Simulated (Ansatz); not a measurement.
# Titanium, diamond under LDA: ground state and equation of state, part 2 of 2

The plan for titanium in the diamond structure: relax it, solve it on a dense k-mesh, switch on spin-orbit coupling, then scale the cell to 7 volumes from 88 to 112 % of the relaxed one and try a fit of the equation of state. The k-meshes are 10×10×10 for the relaxation; 17×17×17 for the dense run; 10×10×10 for spin-orbit coupling; 11×11×11 for the volumes.

Ansatz 0.2.0; DFT, LDA (PW92), plane waves (420 eV) with PAW, scalar-relativistic. The steps go on from the part before.

## Step 4: Spin-orbit coupling switched on

This is Ti in the diamond structure; at room conditions it is hcp.

Contents of input.yaml:

```yaml
crystal:
  lattice:
    - [0.0, 2.6804349531, 2.6804349531]
    - [2.6804349531, 0.0, 2.6804349531]
    - [2.6804349531, 2.6804349531, 0.0]
  atoms:
    - { symbol: Ti, position: [0.125, 0.125, 0.125] }
    - { symbol: Ti, position: [0.875, 0.875, 0.875] }
hamiltonian:
  xc: lda
  pseudopotentials:
    kind: paw_fr
    azcp:
      Ti: "pseudopotentials/Ti.paw.azcp"
basis:
  ecutwfc: 420
  fft_grid_basis: typed
kpoints:
  mp_grid: { grid: [10, 10, 10], shift: [0, 0, 0] }
magnetization:
  noncollinear: true
  spin_orbit: true
scf:
  occupations: { method: fermi_dirac, width: 0.1 }
output:
  write_density: true
  write_potential: true
  elf: true
  volumetric_format: npy
```

Log, cut to the lines that bear on the results:

```text
Warning: <dir> the record states the generating functional pbe (its physics header spells it `PBE`), which answers neither for hamiltonian.xc's functional nor for the lda family's — results may be inconsistent (PPs are generated against a specific XC)
Warning: RAYON_NUM_THREADS=2 ignored (pool sized by the plan → 2); use --threads N
[...]
Pseudopotentials: kind: paw_fr
Pseudopotential: Ti, paw_fr, valence charge 12, recommended cutoff 420 eV (normal), <dir>
Functional definition: SPW92
[...]
non-collinear run that drives no moment, with spin-orbit: no starting moment large enough to seed its density (crystal.atoms[].spin), no starting occupations that ask for one, no magnetisation constraint and no magnetic field, so the semilocal B_xc is pinned to zero
Crystal: 2 atoms, lattice volume = 38.516 Å³
Basis set: ecut = 420 eV, 749 PW (Γ)
Bands: 32, of which v1, the nominal top of the filled ones, is band 24 counted from 1 (23 counted from 0)
Symmetry: 48 space group operations + 48 with time reversal
[...]
Projection manifold: j_resolved (fully-relativistic pseudo-atomic orbitals)
[...]
SCF iter   1: F=—  HF=-4896.388492 eV  |F-HF|=—  |Δ(HF+E_count)|=         —  Δρ=2.84e-2  dr2=5.68e-1  dr2_m=0.00e0 (ungated)  ethr=3.10e-3  |M|=0.00e0 ∫|m|=0.00e0 μB  |m|>n=0.0e0 m-floor=0.0e0 τ_xc=0.0e0  β_m=0.30  ⟨swp⟩=5.4  Hψ=3437  notcnv=0
[...]
spin=Noncollinear: Kerker preconditioning applied to the charge; magnetization (m_x, m_y, m_z) channels mix plain (no charge-response kernel on spin).
[...]
SCF iter   7: F=-4896.246165 eV  HF=-4896.246165 eV  |F-HF|=3.20e-9  |Δ(HF+E_count)|=   9.22e-7  Δρ=1.33e-5  dr2=5.77e-8  dr2_m=0.00e0 (ungated)  ethr=4.17e-10  |M|=0.00e0 ∫|m|=0.00e0 μB  |m|>n=0.0e0 m-floor=0.0e0 τ_xc=0.0e0  ⟨swp⟩=2.9  Hψ=2895  notcnv=0
[...]
SCF converged after 7 iterations
Magnetization: |M| = 0.0000 μB,  M = (+0.0000, +0.0000, +0.0000) μB
Absolute magnetization: 0.0000 μB (∫|m|)
  site 0: m = (+0.0000, +0.0000, +0.0000) μB, |m| = 0.0000 μB  (R = 0.96 Å)
  site 1: m = (+0.0000, +0.0000, +0.0000) μB, |m| = 0.0000 μB  (R = 0.96 Å)
Free energy (F): -4896.246165 eV
[...]
E sigma→0 (E₀):  -4896.157269 eV
Entropy (-TS):   -0.177792 eV (-88.896 meV/atom)
Fermi energy:    11.174134 eV
[...]
--- Band table (eV; the first three rows and the last of 47) ---
[...]
```

Run time: 7.1 s. Hardware: 2 threads of Arm Neoverse V1, shared host; peak memory 0.42 GiB.

With and without spin-orbit coupling:

|  | scalar-relativistic | with spin-orbit coupling |
| --- | --- | --- |
| k-mesh | 17×17×17 | 10×10×10 |
| gap on the mesh | none (levels filled in part) | none (levels filled in part) |

The meshes differ, so small differences between the columns need not come from spin-orbit coupling.

Axes a, b and c in the maps are those of this run's conventional cell (a, b, c = 5.361, 5.361, 5.361 Å).

Density in a lattice plane of the grid's cell (edges 5.36 and 5.36 Å, at 0.125 of the third edge), which holds Ti.

Ten even steps from '0' (0.07 e/Å³) to '9' (9.86 e/Å³):
```
000000000000000000000000
000000000000000000000000
000000000000000000000000
000000000000000000000000
000000000000012221000000
000000000000135653100000
000000000000259985200000
000000000000258985200000
000000000000135653100000
000000000000011211000000
000000000000000000000000
000000000000000000000000
000000000000000000000000
000000000000000000000000
012221000000000000000000
135653100000000000000000
259985200000000000000000
258985200000000000000000
135653100000000000000000
011211000000000000000000
```
Columns run along the first of these edges and rows up along the second, over one cell in 24 and 20 even steps from the bottom left corner. Atoms in the plane (fractional): Ti at (0.12, 0.12), Ti at (0.62, 0.62).

ELF in the same plane.

Values, 12 rows by 12 columns:
```
0.20 0.18 0.18 0.20 0.25 0.25 0.29 0.33 0.33 0.29 0.25 0.24
0.29 0.33 0.33 0.29 0.25 0.25 0.21 0.19 0.19 0.21 0.24 0.25
0.29 0.29 0.29 0.29 0.29 0.20 0.24 0.52 0.52 0.25 0.21 0.29
0.29 0.22 0.22 0.29 0.33 0.18 0.54 0.36 0.35 0.52 0.19 0.33
0.29 0.22 0.22 0.29 0.33 0.18 0.55 0.36 0.36 0.52 0.19 0.33
0.29 0.29 0.29 0.29 0.29 0.20 0.23 0.55 0.54 0.24 0.21 0.29
0.29 0.33 0.33 0.29 0.25 0.24 0.20 0.18 0.18 0.20 0.25 0.25
0.21 0.19 0.19 0.21 0.24 0.25 0.29 0.33 0.33 0.29 0.25 0.25
0.24 0.52 0.52 0.25 0.21 0.29 0.29 0.29 0.29 0.29 0.29 0.20
0.54 0.36 0.35 0.52 0.19 0.33 0.29 0.22 0.22 0.29 0.33 0.18
0.55 0.36 0.36 0.52 0.19 0.33 0.29 0.22 0.22 0.29 0.33 0.18
0.23 0.55 0.54 0.24 0.21 0.29 0.29 0.29 0.29 0.29 0.29 0.20
```
Columns run along the first of these edges and rows up along the second, over one cell in 12 and 12 even steps from the bottom left corner. Atoms in the plane (fractional): Ti at (0.12, 0.12), Ti at (0.62, 0.62).

Both are smooth fields of the valence electrons: close to the nuclei they are not physical.

## Step 5: Equation of state: 88 %

Contents of input.yaml:

```yaml
crystal:
  lattice:
    - [0.0, 2.568617852, 2.568617852]
    - [2.568617852, 0.0, 2.568617852]
    - [2.568617852, 2.568617852, 0.0]
  atoms:
    - { symbol: Ti, position: [0.125, 0.125, 0.125] }
    - { symbol: Ti, position: [0.875, 0.875, 0.875] }
hamiltonian:
  xc: lda
  pseudopotentials:
    kind: paw
    azcp:
      Ti: "pseudopotentials/Ti.paw.azcp"
basis:
  ecutwfc: 420
  fft_grid_basis: typed
kpoints:
  mp_grid: { grid: [11, 11, 11], shift: [0, 0, 0] }
magnetization:
  spin_polarized: false
scf:
  occupations: { method: fermi_dirac, width: 0.1 }
  lower_state_search: "off"
output:
  stress: true
  write_density: true
  write_potential: true
  elf: true
  volumetric_format: npy
```

Log, cut to the lines that bear on the results:

```text
Warning: <dir> the record states the generating functional pbe (its physics header spells it `PBE`), which answers neither for hamiltonian.xc's functional nor for the lda family's — results may be inconsistent (PPs are generated against a specific XC)
Warning: RAYON_NUM_THREADS=2 ignored (pool sized by the plan → 2); use --threads N
[...]
[... 3 set-up lines as earlier in the session ...]
[...]
Crystal: 2 atoms, lattice volume = 33.894 Å³
Basis set: ecut = 420 eV, 645 PW (Γ)
Bands: 16, of which v1, the nominal top of the filled ones, is band 12 counted from 1 (11 counted from 0)
[... 1 set-up line as earlier in the session ...]
Space group: Fd-3m (ITA 227), of the structure as read, at distance tolerance 3.2e-5 Å
k-points: 56 of 1331
[...]
SCF iter   1: F=—  HF=-4896.051893 eV  |F-HF|=—  |Δ(HF+E_count)|=         —  Δρ=1.48e-2  dr2=2.89e-2  ethr=1.77e-3  ⟨swp⟩=4.2  Hψ=3683  notcnv=0
[...]
SCF iter   6: F=-4896.042593 eV  HF=-4896.042593 eV  |F-HF|=1.86e-8  |Δ(HF+E_count)|=   2.74e-8  Δρ=1.40e-5  dr2=4.35e-8  ethr=4.17e-10  ⟨swp⟩=8.0  Hψ=5864  notcnv=0
[...]
SCF converged after 6 iterations
Free energy (F): -4896.042593 eV
[...]
E sigma→0 (E₀):  -4895.967187 eV
Entropy (-TS):   -0.150810 eV (-75.405 meV/atom)
Fermi energy:    13.156557 eV
[...]
--- Stress (GPa, compression-positive) ---
        5.749004      -0.000000       0.000000
       -0.000000       5.749004      -0.000000
       -0.000000      -0.000000       5.749004
  P = ⅓ Tr σ = 5.7490 GPa (57.490 kbar)
--- Band table (eV; the first three rows and the last of 56) ---
  k-point 0: bands = ["-43.0772", "-41.7377", "-19.9011", "-19.9011", "-19.9011", "-18.4044", "-18.4044", "-18.4044", "7.8420", "11.8777", "11.8777", "12.9503", "12.9503", "12.9503", "15.3910", "15.3910"]
[...]
```

Run time: 1.2 s. Hardware: 2 threads of Arm Neoverse V1, shared host; peak memory 0.31 GiB.

## Step 6: Equation of state: 92 %

Edit input.yaml of step 5 so:

```diff
@@ -2,5 +2,5 @@
   lattice:
-    - [0.0, 2.568617852, 2.568617852]
-    - [2.568617852, 0.0, 2.568617852]
-    - [2.568617852, 2.568617852, 0.0]
+    - [0.0, 2.6069610848, 2.6069610848]
+    - [2.6069610848, 0.0, 2.6069610848]
+    - [2.6069610848, 2.6069610848, 0.0]
   atoms:
@@ -26,5 +26 @@
   stress: true
-  write_density: true
-  write_potential: true
-  elf: true
-  volumetric_format: npy
```

Log, cut to the lines that bear on the results:

```text
Warning: <dir> the record states the generating functional pbe (its physics header spells it `PBE`), which answers neither for hamiltonian.xc's functional nor for the lda family's — results may be inconsistent (PPs are generated against a specific XC)
Warning: RAYON_NUM_THREADS=2 ignored (pool sized by the plan → 2); use --threads N
[...]
[... 3 set-up lines as earlier in the session ...]
[...]
Crystal: 2 atoms, lattice volume = 35.435 Å³
Basis set: ecut = 420 eV, 701 PW (Γ)
Bands: 16, of which v1, the nominal top of the filled ones, is band 12 counted from 1 (11 counted from 0)
[... 1 set-up line as earlier in the session ...]
Space group: Fd-3m (ITA 227), of the structure as read, at distance tolerance 3.3e-5 Å
k-points: 56 of 1331
[...]
SCF iter   1: F=—  HF=-4896.094293 eV  |F-HF|=—  |Δ(HF+E_count)|=         —  Δρ=1.44e-2  dr2=2.84e-2  ethr=1.77e-3  ⟨swp⟩=4.2  Hψ=3680  notcnv=0
[...]
SCF iter   6: F=-4896.085982 eV  HF=-4896.085982 eV  |F-HF|=4.20e-8  |Δ(HF+E_count)|=   1.42e-7  Δρ=1.77e-5  dr2=7.12e-8  ethr=4.17e-10  ⟨swp⟩=4.0  Hψ=3101  notcnv=0
[...]
SCF converged after 6 iterations
Free energy (F): -4896.085982 eV
[...]
E sigma→0 (E₀):  -4896.005671 eV
Entropy (-TS):   -0.160622 eV (-80.311 meV/atom)
Fermi energy:    12.440857 eV
[...]
--- Stress (GPa, compression-positive) ---
        3.373382       0.000000      -0.000000
        0.000000       3.373382      -0.000000
       -0.000000      -0.000000       3.373382
  P = ⅓ Tr σ = 3.3734 GPa (33.734 kbar)
```

Wall time 0.99 s (2 threads of Arm Neoverse V1, shared host); peak memory 0.3 GiB.

## Step 7: Equation of state: 96 %

Edit input.yaml of step 6 so:

```diff
@@ -2,5 +2,5 @@
   lattice:
-    - [0.0, 2.6069610848, 2.6069610848]
-    - [2.6069610848, 0.0, 2.6069610848]
-    - [2.6069610848, 2.6069610848, 0.0]
+    - [0.0, 2.6442084183, 2.6442084183]
+    - [2.6442084183, 0.0, 2.6442084183]
+    - [2.6442084183, 2.6442084183, 0.0]
   atoms:
```

Log, cut to the lines that bear on the results:

```text
Warning: <dir> the record states the generating functional pbe (its physics header spells it `PBE`), which answers neither for hamiltonian.xc's functional nor for the lda family's — results may be inconsistent (PPs are generated against a specific XC)
Warning: RAYON_NUM_THREADS=2 ignored (pool sized by the plan → 2); use --threads N
[...]
[... 3 set-up lines as earlier in the session ...]
[...]
Crystal: 2 atoms, lattice volume = 36.976 Å³
Basis set: ecut = 420 eV, 725 PW (Γ)
Bands: 16, of which v1, the nominal top of the filled ones, is band 12 counted from 1 (11 counted from 0)
[... 2 set-up lines as earlier in the session ...]
k-points: 56 of 1331
[...]
SCF iter   1: F=—  HF=-4896.116557 eV  |F-HF|=—  |Δ(HF+E_count)|=         —  Δρ=1.38e-2  dr2=2.80e-2  ethr=1.77e-3  ⟨swp⟩=4.2  Hψ=3675  notcnv=0
[...]
SCF iter   6: F=-4896.109174 eV  HF=-4896.109174 eV  |F-HF|=4.76e-8  |Δ(HF+E_count)|=   1.85e-7  Δρ=1.83e-5  dr2=8.08e-8  ethr=4.17e-10  ⟨swp⟩=2.1  Hψ=3684  notcnv=0
[...]
SCF converged after 6 iterations
Free energy (F): -4896.109174 eV
[...]
E sigma→0 (E₀):  -4896.023955 eV
Entropy (-TS):   -0.170436 eV (-85.218 meV/atom)
Fermi energy:    11.780603 eV
[...]
--- Stress (GPa, compression-positive) ---
        1.527753      -0.000000      -0.000000
        0.000000       1.527753       0.000000
       -0.000000       0.000000       1.527753
  P = ⅓ Tr σ = 1.5278 GPa (15.278 kbar)
```

Run time: 1 s. Hardware: 2 threads of Arm Neoverse V1, shared host; peak memory 0.3 GiB.

## Step 8: Equation of state: 100 %

Edit input.yaml of step 7 so:

```diff
@@ -2,5 +2,5 @@
   lattice:
-    - [0.0, 2.6442084183, 2.6442084183]
-    - [2.6442084183, 0.0, 2.6442084183]
-    - [2.6442084183, 2.6442084183, 0.0]
+    - [0.0, 2.6804349531, 2.6804349531]
+    - [2.6804349531, 0.0, 2.6804349531]
+    - [2.6804349531, 2.6804349531, 0.0]
   atoms:
```

Log, cut to the lines that bear on the results:

```text
Warning: <dir> the record states the generating functional pbe (its physics header spells it `PBE`), which answers neither for hamiltonian.xc's functional nor for the lda family's — results may be inconsistent (PPs are generated against a specific XC)
Warning: RAYON_NUM_THREADS=2 ignored (pool sized by the plan → 2); use --threads N
[...]
[... 3 set-up lines as earlier in the session ...]
[...]
Crystal: 2 atoms, lattice volume = 38.516 Å³
Basis set: ecut = 420 eV, 749 PW (Γ)
Bands: 16, of which v1, the nominal top of the filled ones, is band 12 counted from 1 (11 counted from 0)
[... 2 set-up lines as earlier in the session ...]
k-points: 56 of 1331
[...]
SCF iter   1: F=—  HF=-4896.122842 eV  |F-HF|=—  |Δ(HF+E_count)|=         —  Δρ=1.31e-2  dr2=2.70e-2  ethr=1.77e-3  ⟨swp⟩=4.2  Hψ=3675  notcnv=0
[...]
SCF iter   6: F=-4896.116400 eV  HF=-4896.116400 eV  |F-HF|=4.45e-8  |Δ(HF+E_count)|=   1.26e-7  Δρ=1.74e-5  dr2=7.74e-8  ethr=4.17e-10  ⟨swp⟩=2.3  Hψ=3593  notcnv=0
[...]
SCF converged after 6 iterations
Free energy (F): -4896.116400 eV
[...]
E sigma→0 (E₀):  -4896.027364 eV
Entropy (-TS):   -0.178072 eV (-89.036 meV/atom)
Fermi energy:    11.171771 eV
[...]
--- Stress (GPa, compression-positive) ---
        0.011727       0.000000       0.000000
        0.000000       0.011727       0.000000
       -0.000000       0.000000       0.011727
  P = ⅓ Tr σ = 0.0117 GPa (0.117 kbar)
```

Run time: 1.1 s. Hardware: 2 threads of Arm Neoverse V1, shared host; peak memory 0.31 GiB.

## Step 9: Equation of state: 104 %

Edit input.yaml of step 8 so:

```diff
@@ -2,5 +2,5 @@
   lattice:
-    - [0.0, 2.6804349531, 2.6804349531]
-    - [2.6804349531, 0.0, 2.6804349531]
-    - [2.6804349531, 2.6804349531, 0.0]
+    - [0.0, 2.7157078791, 2.7157078791]
+    - [2.7157078791, 0.0, 2.7157078791]
+    - [2.7157078791, 2.7157078791, 0.0]
   atoms:
@@ -26 +26,5 @@
   stress: true
+  write_density: true
+  write_potential: true
+  elf: true
+  volumetric_format: npy
```

Log, cut to the lines that bear on the results:

```text
Warning: <dir> the record states the generating functional pbe (its physics header spells it `PBE`), which answers neither for hamiltonian.xc's functional nor for the lda family's — results may be inconsistent (PPs are generated against a specific XC)
Warning: RAYON_NUM_THREADS=2 ignored (pool sized by the plan → 2); use --threads N
[...]
[... 3 set-up lines as earlier in the session ...]
[...]
Crystal: 2 atoms, lattice volume = 40.057 Å³
Basis set: ecut = 420 eV, 749 PW (Γ)
Bands: 16, of which v1, the nominal top of the filled ones, is band 12 counted from 1 (11 counted from 0)
[... 2 set-up lines as earlier in the session ...]
k-points: 56 of 1331
[...]
SCF iter   1: F=—  HF=-4896.115290 eV  |F-HF|=—  |Δ(HF+E_count)|=         —  Δρ=1.22e-2  dr2=2.47e-2  ethr=1.77e-3  ⟨swp⟩=4.2  Hψ=3673  notcnv=0
[...]
SCF iter   6: F=-4896.109944 eV  HF=-4896.109944 eV  |F-HF|=3.45e-8  |Δ(HF+E_count)|=   5.70e-8  Δρ=1.60e-5  dr2=6.95e-8  ethr=4.17e-10  ⟨swp⟩=5.0  Hψ=5407  notcnv=0
[...]
SCF converged after 6 iterations
Free energy (F): -4896.109944 eV
[...]
E sigma→0 (E₀):  -4896.017710 eV
Entropy (-TS):   -0.184468 eV (-92.234 meV/atom)
Fermi energy:    10.612194 eV
[...]
--- Stress (GPa, compression-positive) ---
       -1.326731      -0.000000       0.000000
       -0.000000      -1.326731       0.000000
       -0.000000       0.000000      -1.326731
  P = ⅓ Tr σ = -1.3267 GPa (-13.267 kbar)
--- Band table (eV; the first three rows and the last of 56) ---
  k-point 0: bands = ["-45.4731", "-44.6692", "-22.2747", "-22.2747", "-22.2747", "-21.2451", "-21.2451", "-21.2451", "5.6579", "9.7651", "9.7651", "10.4590", "10.4590", "10.4590", "12.5374", "12.5374"]
[...]
```

It took 1.5 s on 2 threads of Arm Neoverse V1, shared host; peak memory 0.31 GiB.

## Step 10: Equation of state: 108 %

Edit input.yaml of step 9 so:

```diff
@@ -2,5 +2,5 @@
   lattice:
-    - [0.0, 2.7157078791, 2.7157078791]
-    - [2.7157078791, 0.0, 2.7157078791]
-    - [2.7157078791, 2.7157078791, 0.0]
+    - [0.0, 2.7500875779, 2.7500875779]
+    - [2.7500875779, 0.0, 2.7500875779]
+    - [2.7500875779, 2.7500875779, 0.0]
   atoms:
@@ -26,5 +26 @@
   stress: true
-  write_density: true
-  write_potential: true
-  elf: true
-  volumetric_format: npy
```

Log, cut to the lines that bear on the results:

```text
Warning: <dir> the record states the generating functional pbe (its physics header spells it `PBE`), which answers neither for hamiltonian.xc's functional nor for the lda family's — results may be inconsistent (PPs are generated against a specific XC)
Warning: RAYON_NUM_THREADS=2 ignored (pool sized by the plan → 2); use --threads N
[...]
[... 3 set-up lines as earlier in the session ...]
[...]
Crystal: 2 atoms, lattice volume = 41.598 Å³
Basis set: ecut = 420 eV, 869 PW (Γ)
Bands: 16, of which v1, the nominal top of the filled ones, is band 12 counted from 1 (11 counted from 0)
[... 1 set-up line as earlier in the session ...]
Space group: Fd-3m (ITA 227), of the structure as read, at distance tolerance 3.5e-5 Å
k-points: 56 of 1331
[...]
SCF iter   1: F=—  HF=-4896.095518 eV  |F-HF|=—  |Δ(HF+E_count)|=         —  Δρ=1.12e-2  dr2=2.17e-2  ethr=1.77e-3  ⟨swp⟩=4.2  Hψ=3668  notcnv=0
[...]
SCF iter   6: F=-4896.091398 eV  HF=-4896.091398 eV  |F-HF|=3.08e-8  |Δ(HF+E_count)|=   2.74e-8  Δρ=1.55e-5  dr2=7.03e-8  ethr=4.17e-10  ⟨swp⟩=2.7  Hψ=3443  notcnv=0
[...]
SCF converged after 6 iterations
Free energy (F): -4896.091398 eV
[...]
E sigma→0 (E₀):  -4895.995870 eV
Entropy (-TS):   -0.191055 eV (-95.527 meV/atom)
Fermi energy:    10.096167 eV
[...]
--- Stress (GPa, compression-positive) ---
       -2.502416      -0.000000       0.000000
       -0.000000      -2.502416       0.000000
       -0.000000       0.000000      -2.502416
  P = ⅓ Tr σ = -2.5024 GPa (-25.024 kbar)
```

It took 1.1 s on 2 threads of Arm Neoverse V1, shared host; peak memory 0.31 GiB.

## Step 11: Equation of state: 112 %

Edit input.yaml of step 10 so:

```diff
@@ -2,5 +2,5 @@
   lattice:
-    - [0.0, 2.7500875779, 2.7500875779]
-    - [2.7500875779, 0.0, 2.7500875779]
-    - [2.7500875779, 2.7500875779, 0.0]
+    - [0.0, 2.7836285369, 2.7836285369]
+    - [2.7836285369, 0.0, 2.7836285369]
+    - [2.7836285369, 2.7836285369, 0.0]
   atoms:
```

Log, cut to the lines that bear on the results:

```text
Warning: <dir> the record states the generating functional pbe (its physics header spells it `PBE`), which answers neither for hamiltonian.xc's functional nor for the lda family's — results may be inconsistent (PPs are generated against a specific XC)
Warning: RAYON_NUM_THREADS=2 ignored (pool sized by the plan → 2); use --threads N
[...]
[... 3 set-up lines as earlier in the session ...]
[...]
Crystal: 2 atoms, lattice volume = 43.138 Å³
Basis set: ecut = 420 eV, 869 PW (Γ)
Bands: 16, of which v1, the nominal top of the filled ones, is band 12 counted from 1 (11 counted from 0)
[... 2 set-up lines as earlier in the session ...]
k-points: 56 of 1331
[...]
SCF iter   1: F=—  HF=-4896.065130 eV  |F-HF|=—  |Δ(HF+E_count)|=         —  Δρ=1.01e-2  dr2=1.86e-2  ethr=1.77e-3  ⟨swp⟩=4.1  Hψ=3665  notcnv=0
[...]
SCF iter   6: F=-4896.062289 eV  HF=-4896.062289 eV  |F-HF|=2.08e-8  |Δ(HF+E_count)|=   2.92e-8  Δρ=1.39e-5  dr2=6.17e-8  ethr=4.17e-10  ⟨swp⟩=4.0  Hψ=2892  notcnv=0
[...]
SCF converged after 6 iterations
Free energy (F): -4896.062289 eV
[...]
E sigma→0 (E₀):  -4895.963373 eV
Entropy (-TS):   -0.197832 eV (-98.916 meV/atom)
Fermi energy:    9.618252 eV
[...]
--- Stress (GPa, compression-positive) ---
       -3.529640      -0.000000       0.000000
       -0.000000      -3.529640      -0.000000
       -0.000000      -0.000000      -3.529640
  P = ⅓ Tr σ = -3.5296 GPa (-35.296 kbar)
```

It took 1.1 s on 2 threads of Arm Neoverse V1, shared host; peak memory 0.31 GiB.

## Step 12: Fitting the volumes

All volumes keep the relaxed shape and fractional coordinates.

| V (Å³/atom) | E − E₀ (meV/atom) | P from the stress (GPa) | P from the fit (GPa) |
| --- | --- | --- | --- |
| 16.947 | 30.5 | 5.75 | 4.98 |
| 17.718 | 11.3 | 3.37 | 2.91 |
| 18.488 | 2.1 | 1.53 | 1.14 |
| 19.258 | 0.4 | 0.01 | -0.39 |
| 20.029 | 5.3 | -1.33 | -1.70 |
| 20.799 | 16.2 | -2.50 | -2.83 |
| 21.569 | 32.4 | -3.53 | -3.80 |

Fit (Birch-Murnaghan, third order): V₀ = 19.050 Å³/atom, B₀ = 36 GPa, B₀′ = 2.7, largest residual 0.30 meV/atom.

Fit and stress differ a little: one follows E(σ → 0), the other the smeared free energy.

## Step 13: Summary of results

This closing draws on all 2 parts.

| quantity | value |
| --- | --- |
| space group (spins left aside) | Fd-3m (No. 227) |
| conventional cell | a = 5.361 Å |
| volume | 19.258 Å³/atom |
| shortest distance | 2.321 Å |
| gap on the mesh | none (levels filled in part) |
| relative to hcp | +2288 meV/atom |
| V₀, B₀, B₀′ | 19.050 Å³/atom, 36 GPa, 2.7 |

From the guessed start the volume shrank by 19.2 % in 6 steps. It lies 2288 meV/atom above the element's reference form at the same level (hcp, from a run of its own), so it is far from stable. No gap shows: it is a metal or semimetal at this level. The total energy of the spin-orbit run (on a coarser mesh) lies -65 meV/atom from the scalar one; mesh and treatment of the core enter this figure, so it is no spin-orbit energy. The fitted modulus is 36 GPa. The symmetry was held, so the structure may be unstable against distortions that break it.
